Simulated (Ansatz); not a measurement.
# A strain series on MgO (rocksalt): xy shear, engineering strain (angle)

MgO in the rocksalt structure, relaxed with r2SCAN in the PAW code Ansatz, then strained (xy shear, engineering strain (angle); angles, axes as in the cell below) with the atoms relaxed again within the symmetry that is left. It is cubic, Fm-3m (No. 225); conventional cell a = 4.204 Å, 9.29 Å³ an atom. Around Mg lie 6 O at 2.10 Å; around O lie 6 Mg at 2.10 Å. The values are computed, spin-unpolarised, and not measurements.

```
Mg O
1.0
     0.00000    2.10217    2.10217
     2.10217    0.00000    2.10217
     2.10217    2.10217    0.00000
Mg O
1 1
Cartesian
  0.0000 0.0000 0.0000
  2.1022 2.1022 2.1022
```

Gaps are the least over each mesh (PBE 10×10×10, r2SCAN 10×10×10, HSE06 8×8×8 when unstrained) and the special points, which keep their unstrained names; stress is the change from the unstrained cell, compression positive.

```csv
strain (%),"gap, PBE (eV)","gap, r2SCAN (eV)","gap, HSE06 (eV)","edges, HSE06","xy stress, r2SCAN (GPa)","energy rise, r2SCAN (meV/atom)"
-5.0,4.576,5.459,6.322,Γ,+7.86,11.4
-3.88,4.631,5.516,6.377,Γ,+6.09,6.9
-1.33,4.745,5.632,6.490,Γ,+2.08,0.8
0.0,4.797,5.685,6.541,Γ,0.00,0.0
+0.38,4.782,5.670,6.527,Γ,-0.60,0.1
+1.85,4.723,5.609,6.468,Γ,-2.90,1.6
+5.36,4.557,5.440,6.303,Γ,-8.43,13.1
```

The meshes of the hybrids are coarse, so their gaps aren't converged to the digits shown.
